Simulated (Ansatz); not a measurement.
Ge under changes of volume

One of the cells (19.014 Å³/atom); the others are scaled copies at fixed shape and fractional positions:

```xyz
2
Lattice="-2.4959 2.6509 1.4369 2.4959 -2.6509 1.4369 2.4959 2.6509 -1.4369" Properties=species:S:1:pos:R:3 pbc="T T T"
Ge    0.0000    1.3254    0.1841
Ge    2.4959    1.3254    1.2529
```

This isn't the form of Ge at room conditions, which is diamond.

- Program: Ansatz 0.2.0
- Functional: r2SCAN
- Potentials or basis: Ansatz PAW
- Cutoff: 500 eV (not typed: the program's choice for these potentials)
- k mesh: 11 × 11 × 11
- Occupations: fermi-dirac, width 0.05 eV
- Spin: no spin polarisation

```csv
volume (Å³/atom),energy over the lowest point (meV/atom),pressure (GPa),largest force (eV/Å)
17.874,9.22,3.8,0.080
18.254,2.47,1.9,0.085
18.634,0.00,0.2,0.090
19.014,1.40,-1.3,0.094
19.395,6.27,-2.7,0.098
19.775,?,?,?
20.155,24.72,-4.9,0.103
```

Question: What does the run at 19.775 Å³/atom give?

Answer: Energy over the lowest point 14.17 meV/atom; pressure -3.9 GPa; largest force 0.101 eV/Å.

Worked out: A Birch-Murnaghan fit of order 3 (a polynomial in V^(-2/3)) to the other rows has its minimum at 18.68 Å³/atom with B0 = V·E''(V) = 79 GPa and B' = 4.8 at fixed shape and positions, which overstates the stiffness. It gives 14.14 meV/atom at 19.775 Å³/atom, against the run's 14.17, and -dE/dV = -3.9 GPa, against -3.9.

Energies are extrapolated to zero smearing.

Caveats: the PAW data sets come from PBE, with cores solved anew for the run's functional, which leaves a small shift of forces and pressure.
